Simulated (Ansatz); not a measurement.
LiH (Fm-3m): G0W0 and the choice of datasets

```
Li H
1.0
     0.00000    2.04200    2.04200
     2.04200    0.00000    2.04200
     2.04200    2.04200    0.00000
Li H
1 1
Direct
  0.00000 0.00000 0.00000
  0.50000 0.50000 0.50000
```

Held fixed (Ansatz):

* orbitals: r²SCAN
* k mesh: 4×4×4
* empty bands: 110
* response cutoff: 200 eV
* frequencies: contour deformation
* q → 0 term: analytic weight of Carrier, Rohra and Görling
* band sums: cut at the band count

The gap is read direct at k = (0, -0.5, -0.5), linearised, between the Kohn-Sham band edges among the points solved. ε∞ is the electronic dielectric constant on this mesh.

```csv
"datasets, wave cutoff",KS gap (eV),G0W0 gap (eV),ε∞
"all-electron, 2100 eV",3.66,?,?
"hard PAW, 700 eV",3.66,5.25,4.0
"hand-made PAW, accurate, 1000 eV",3.66,5.26,4.0
"hand-made PAW, 1000 eV",3.66,5.26,4.0
"JTH PAW, 700 eV",3.65,5.25,4.0
"soft PAW (1st gen.), 500 eV",3.66,5.26,4.0
"norm-conserving, 1034 eV",3.66,5.25,4.0
```

Problem. Fill in the row for all-electron, 2100 eV.

Solution. G0W0 gap 5.26 eV, ε∞ 4.0.

The cell is a model at fixed atoms and needn't be the relaxed known crystal. The PAW or pseudopotential files were made with PBE. Soft PAW datasets can miss an all-electron G0W0 gap by more than 5 %. Points k are given in fractions of the reciprocal vectors. The mesh is coarse, so these are values at the stated settings, not converged ones. Band sums or response are cut, so the gap isn't at its basis limit. The gap is read on the mesh, and the crystal's band edges can lie off it. With r²SCAN or HSE06 the Kohn-Sham levels are generalised ones. Meshes this coarse can overestimate the dielectric constant by a tenth and more.
